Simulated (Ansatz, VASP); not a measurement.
## AlN: VASP beside Ansatz

```
CELL_PARAMETERS angstrom
3.31348 0.00000 0.00000
-1.65674 2.86956 0.00000
0.00000 0.00000 4.18759
ATOMIC_POSITIONS crystal
Al 0.33333 0.66667 0.75764
Al 0.66667 0.33333 0.25764
N 0.33333 0.66667 0.23529
N 0.66667 0.33333 0.73529
```

Change from the starting cell: mode 4 frozen in at -0.062 Å and mode 10 at +0.000 Å (largest displacements).

Alike in both runs: task single point; functional PBE; k mesh 9 × 9 × 6; occupations gaussian, width 0.05 eV; no spin polarisation.

|  | VASP | Ansatz |
| --- | --- | --- |
| version | VASP 6.6.1 | Ansatz 0.2.0 |
| potentials or method | VASP PAW PBE potentials, release 64 (Al, N) | scalar-relativistic, plane waves, PAW |
| plane-wave cutoff (eV) | 520 | 520 |
| valence electrons in the cell | 16 | 16 |

```csv
,VASP,Ansatz,Ansatz less VASP
gap on the k mesh at the Fermi level (eV),3.30,3.29,-0.009
least direct gap on the mesh (eV),3.30,3.29,-0.009
pressure (GPa),0.6,0.7,+0.18
largest component of the traceless stress (GPa),2.61,2.49,-0.122
rms of the force components (eV/Å),0.097,0.097,-0.0007
```

Atom by atom the forces differ by 0.001 eV/Å (rms over components).
